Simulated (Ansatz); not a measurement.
MgO: energy along a strain

MgO, Fm-3m, a = 4.270 Å (as given, not relaxed at this level: -1.7 GPa). Ansatz: PBE, PAW, 420 eV, Γ-centred 10×10×10 mesh on 2 atoms, Gaussian smearing 0.05 eV; no spin polarisation. Cell vectors (Å): 0.000 2.135 2.135; 2.135 0.000 2.135; 2.135 2.135 0.000. The cell is strained by x per cent times the pattern (1 0 0 0 0 0) in the order xx yy zz yz xz xy (engineering shears), with fractional coordinates held. y is the free energy over the start, V0 = 9.734 Å³/atom.

```tsv
x (%)	y (meV/atom)
-6.00	?
-4.50	14.23
-3.00	4.75
-1.50	0.31
0.00	0.00
1.50	3.15
3.00	9.14
4.50	17.42
5.25	22.31
6.00	27.61
```

Question: Fit y = c1 x + c2 x² + c3 x³ to the other rows, get the stiffness along the pattern, and predict the missing energy.

Answer: Least squares on the rows shown. y = 0.98444 x + 0.78167 x² − 0.030175 x³. The clamped-ion stiffness p·C·p = 2 × 7.817 eV × 160.2 / 9.734 Å³ = 257 GPa, which is C11 in these axes (second derivative at the start, which stands under stress). At x = -6.00 the fit asked for gives 28.75 meV/atom. The run gave 29.73 meV/atom, so the fit is 0.98 meV/atom too low, 3.3 % of the span of the series, against an rms of 0.08 meV/atom on the fitted rows. The row lies outside the fitted range. With a term in x⁴ added, a fit to the same known rows predicts 29.62 meV/atom, so most of the miss is curvature that the known rows already hold.